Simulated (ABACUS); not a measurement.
# TiB2 under changes of volume

One of the cells (8.552 Å³/atom); the others are scaled copies at fixed shape and fractional positions:

```
CELL_PARAMETERS angstrom
3.02920 0.00000 0.00000
-1.51460 2.62336 0.00000
0.00000 0.00000 3.22840
ATOMIC_POSITIONS crystal
Ti 0.00000 0.00000 0.00000
B 0.66667 0.33333 0.50000
B 0.33333 0.66667 0.50000
```

```yaml
Program: ABACUS 3.10.1
Functional: PBEsol
Potentials_or_basis: PseudoDojo NC SR 0.4.1 PBEsol standard
Cutoff: 1143 eV
Density_cutoff: 4572 eV
Basis: plane waves
k_mesh: 10 × 10 × 8
Occupations: fermi-dirac, width 0.05 eV
Spin: no spin polarisation
```

```tsv
volume (Å³/atom)	energy over the lowest point (meV/atom)	pressure (GPa)
8.039	?	?
8.210	3.61	6.3
8.381	0.00	0.5
8.552	2.25	-4.7
8.723	9.81	-9.4
8.894	22.18	-13.7
9.065	38.92	-17.6
```

What does the run at 8.039 Å³/atom give?

Energy over the lowest point 13.68 meV/atom; pressure 12.7 GPa.

Worked out: A Birch-Murnaghan fit of order 3 (a polynomial in V^(-2/3)) to the other rows has its minimum at 8.40 Å³/atom with B0 = V·E''(V) = 267 GPa and B' = 3.8 at fixed shape and positions, which overstates the stiffness. It gives 13.69 meV/atom at 8.039 Å³/atom, against the run's 13.68, and -dE/dV = 12.7 GPa, against 12.7.

Energies are extrapolated to zero smearing.

Caveats: there are fewer bands than atomic start orbitals, so a level may be missed at k points of high symmetry.
